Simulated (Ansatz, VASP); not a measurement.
## Two plane-wave programs on AlPt

```
CELL_PARAMETERS angstrom
3.09155 0.00000 0.00000
0.00000 3.09155 0.00000
0.00000 0.00000 3.09155
ATOMIC_POSITIONS crystal
Al 0.00000 0.00000 0.00000
Pt 0.50000 0.50000 0.50000
```

Measurements of this composition are mostly on another form, of space group No. 198.

Alike in both runs: task single point; functional r2SCAN; k mesh 11 × 11 × 11; no spin polarisation.

|  | VASP | Ansatz |
| --- | --- | --- |
| version | VASP 6.6.1 | Ansatz 0.2.0 |
| potentials or method | VASP PAW PBE potentials, release 64 (Al, Pt) | plane waves, PAW |
| plane-wave cutoff (eV) | 520 | 612 |
| occupations | methfessel-paxton of order 1, width 0.05 eV | cold, width 0.05 eV |
| valence electrons in the cell | 13 | 21 |

|  | VASP | Ansatz | Ansatz less VASP |
| --- | --- | --- | --- |
| pressure (GPa) | -4.9 | -4.8 | +0.18 |

The two sets of potentials don't hold the same shells in valence.

Caveats: the PAW data sets were made with another functional, which shifts forces and pressure a little (VASP). Spin-orbit coupling is left out, which matters for the levels of Pt.
